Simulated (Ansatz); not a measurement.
# TiNi under changes of volume

One of the cells (13.403 Å³/atom); the others are scaled copies at fixed shape and fractional positions:

```
Ni Ti
1.0
     2.73580    0.00000    0.00000
     0.00000    2.73580    0.00000
     0.00000    0.00000    3.58141
Ni Ti
1 1
Cartesian
  0.0000 0.0000 0.0000
  1.3679 1.3679 1.7907
```

The cell comes from a database or a generator and needn't be the stable form of this composition.

- Program: Ansatz 0.2.0
- Functional: PBEsol
- Potentials or basis: Ansatz PAW
- Cutoff: 420 eV (not typed: the program's choice for these potentials)
- k mesh: 10 × 10 × 8
- Occupations: fermi-dirac, width 0.05 eV
- Spin: collinear spin, ferromagnetic start
- Starting moments: [1.0, 1.0] μB

| volume (Å³/atom) | energy over the lowest point (meV/atom) | pressure (GPa) |
| --- | --- | --- |
| 12.599 | ? | ? |
| 12.867 | 0.00 | 0.3 |
| 13.135 | 2.52 | -3.1 |
| 13.403 | 10.51 | -6.2 |
| 13.671 | 23.40 | -9.0 |
| 13.939 | 40.69 | -11.5 |
| 14.207 | 61.93 | -13.7 |

Task: What does the run at 12.599 Å³/atom give?

Result: Energy over the lowest point 3.57 meV/atom; pressure 4.1 GPa.

Worked out: A Birch-Murnaghan fit of order 3 (a polynomial in V^(-2/3)) to the other rows has its minimum at 12.89 Å³/atom with B0 = V·E''(V) = 174 GPa and B' = 4.2 at fixed shape and positions, which overstates the stiffness. It gives 3.57 meV/atom at 12.599 Å³/atom, against the run's 3.57, and -dE/dV = 4.1 GPa, against 4.1.

Energies are extrapolated to zero smearing.

Caveats: the PAW data sets come from PBE, with cores solved anew for the run's functional, which leaves a small shift of forces and pressure; the starting moments weren't kept.
